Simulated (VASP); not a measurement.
# HgSe in VASP 6.6.1, single-point calculation

INCAR

```
NBANDS = 16
GGA = PE
LASPH = .TRUE.
ENCUT = 450
NSW = 0
ISIF = 2
LCHARG = .FALSE.
NELM = 60
IBRION = -1
EDIFF = 1E-7
PREC = Accurate
LREAL = .FALSE.
ISMEAR = -1
SIGMA = 0.02
LWAVE = .FALSE.
```

KPOINTS

```
KPOINTS created by Atomic Simulation Environment
0
Monkhorst-Pack
8 8 8
0 0 0
```

POSCAR

```
Hg Se
 1.0000000000000000
    -0.0000000000000000    3.0926650971584833    3.0926650971584833
     3.0926650971584833    0.0000000000000000    3.0926650971584833
     3.0926650971584833    3.0926650971584833    0.0000000000000000
 Hg  Se
   1   1
Cartesian
  0.0000000000000000  0.0000000000000000  0.0000000000000000
  1.5463325485792414  1.5463325485792414  1.5463325485792414
```

The recommended PBE PAW datasets give the neutral cell 18 valence electrons.

Command

```
mpirun -np 1 vasp_std
```

OSZICAR

```
N       E                     dE             d eps       ncg     rms          rms(c)
DAV:   1     0.100742537824E+03    0.10074E+03   -0.78750E+03  1952   0.889E+02
DAV:   2    -0.807371248469E+00   -0.10155E+03   -0.94780E+02  2328   0.226E+02
DAV:   3    -0.436608243780E+01   -0.35587E+01   -0.35514E+01  2312   0.435E+01
DAV:   4    -0.438019362693E+01   -0.14111E-01   -0.14111E-01  2504   0.281E+00
DAV:   5    -0.438027562674E+01   -0.82000E-04   -0.81999E-04  2368   0.187E-01    0.711E+00
DAV:   6    -0.408562207767E+01    0.29465E+00   -0.49049E-01  2936   0.973E+00    0.567E+00
DAV:   7    -0.407582016545E+01    0.98019E-02   -0.11203E-01  2128   0.235E+00    0.258E+00
DAV:   8    -0.407507076844E+01    0.74940E-03   -0.13108E-02  2200   0.136E+00    0.185E-01
DAV:   9    -0.407494721044E+01    0.12356E-03   -0.14299E-03  2440   0.527E-01    0.587E-02
DAV:  10    -0.407495349550E+01   -0.62851E-05   -0.14604E-04  2448   0.149E-01    0.316E-02
DAV:  11    -0.407497015871E+01   -0.16663E-04   -0.56066E-05  2344   0.726E-02    0.233E-02
DAV:  12    -0.407496855302E+01    0.16057E-05   -0.82947E-06  2248   0.384E-02    0.711E-03
DAV:  13    -0.407496856867E+01   -0.15647E-07   -0.66368E-07  2328   0.499E-03
   1 F= -.40749686E+01 E0= -.40749660E+01  d E =-.512570E-05
```

From OUTCAR

```
k-points           NKPTS =     60   k-points in BZ     NKDIM =     60   number of bands    NBANDS=     16

   NELECT =      18.0000    total number of electrons

   dimension x,y,z NGX =    30 NGY =   30 NGZ =   30
   dimension x,y,z NGXF=    60 NGYF=   60 NGZF=   60

  energy-cutoff  :      450.00
  volume of cell :       59.16
      direct lattice vectors                 reciprocal lattice vectors
     0.000000000  3.092665097  3.092665097    -0.161672856  0.161672856  0.161672856
     3.092665097  0.000000000  3.092665097     0.161672856 -0.161672856  0.161672856
     3.092665097  3.092665097  0.000000000     0.161672856  0.161672856 -0.161672856

 k-points in reciprocal lattice and weights: KPOINTS created by Atomic Simulation Env
   0.06250000  0.06250000  0.06250000       0.004
   0.18750000  0.06250000  0.06250000       0.012
   0.31250000  0.06250000  0.06250000       0.012
   0.43750000  0.06250000  0.06250000       0.012
  -0.43750000  0.06250000  0.06250000       0.012
  -0.31250000  0.06250000  0.06250000       0.012
  -0.18750000  0.06250000  0.06250000       0.012
  -0.06250000  0.06250000  0.06250000       0.012
   ...

 E-fermi :   1.3722

 k-point     1 :       0.0625    0.0625    0.0625
  band No.  band energies     occupation
      1     -11.8295      2.00000
      2      -5.5975      2.00000
      3      -5.5970      2.00000
      4      -5.5970      2.00000
      5      -4.9446      2.00000
      6      -4.9446      2.00000
      7      -0.0096      2.00000
      8       1.2356      1.99784
      9       1.2356      1.99784
     10       1.4946      0.00437
     11       6.6927      0.00000
     12       6.8810      0.00000
     13       6.8810      0.00000
     14       9.9985      0.00000
     15      12.1260      0.00000
     16      12.1260      0.00000

 k-point     2 :       0.1875    0.0625    0.0625
  band No.  band energies     occupation
      1     -11.7533      2.00000
      2      -5.5679      2.00000
      3      -5.5640      2.00000
      4      -5.5451      2.00000
      5      -4.9551      2.00000
      6      -4.9372      2.00000
      7      -0.8572      2.00000
      8       0.8587      2.00000
      9       1.1341      1.99999
     10       2.1232      0.00000
     11       6.3358      0.00000
     12       7.0546      0.00000
     13       7.2582      0.00000
     14      11.0451      0.00000
     15      11.2176      0.00000
     16      11.6445      0.00000

 k-point     3 :       0.3125    0.0625    0.0625
  band No.  band energies     occupation
      1     -11.6014      2.00000
      2      -5.5059      2.00000
      3      -5.4933      2.00000
      4      -5.3844      2.00000
      5      -4.9528      2.00000
      6      -4.9226      2.00000
      7      -2.1093      2.00000
      8       0.4577      2.00000
      9       0.8209      2.00000
     10       2.5438      0.00000
     11       6.6608      0.00000
     12       7.4004      0.00000
     13       7.5041      0.00000
     14      10.9791      0.00000
     15      11.0726      0.00000
     16      11.9233      0.00000

 ...

  Total        0.7134172      0.7134172      0.7134172      0.0000000      0.0000000     -0.0000000
  in kB       19.3208173     19.3208173     19.3208173      0.0000000      0.0000000     -0.0000000
  external PRESSURE =      19.3208173 kB  Pullay stress =       0.0000000 kB

 POSITION                                       TOTAL-FORCE (eV/Angst)
 -----------------------------------------------------------------------------------
      0.00000      0.00000      0.00000         0.000000     -0.000000      0.000000
      1.54633      1.54633      1.54633        -0.000000      0.000000     -0.000000
 -----------------------------------------------------------------------------------
    total drift:                                0.000000      0.000000      0.000000

  FREE ENERGIE OF THE ION-ELECTRON SYSTEM (eV)
  ---------------------------------------------------
  free  energy   TOTEN  =        -4.0749685687 eV

  energy  without entropy=       -4.0749634430  energy(sigma->0) =       -4.07496601
```

It converged. Results: gap between bands v and c on the k mesh 0.26 eV; least direct gap on the k mesh 0.26 eV; pressure 1.9 GPa. Band v is the last that the valence electrons fill when counted band by band, and c is the next.

The shifted mesh misses Γ, so a band edge there is missed.

For comparison, a separate PBE run of the intended cell, on usual settings and not on those above, gives a gap of 0.00 eV on its mesh and a pressure of 1.9 GPa.

The run above took about 28 s on one core of a shared host (Intel Xeon Platinum 8488C) and held 0.2 GiB at most.
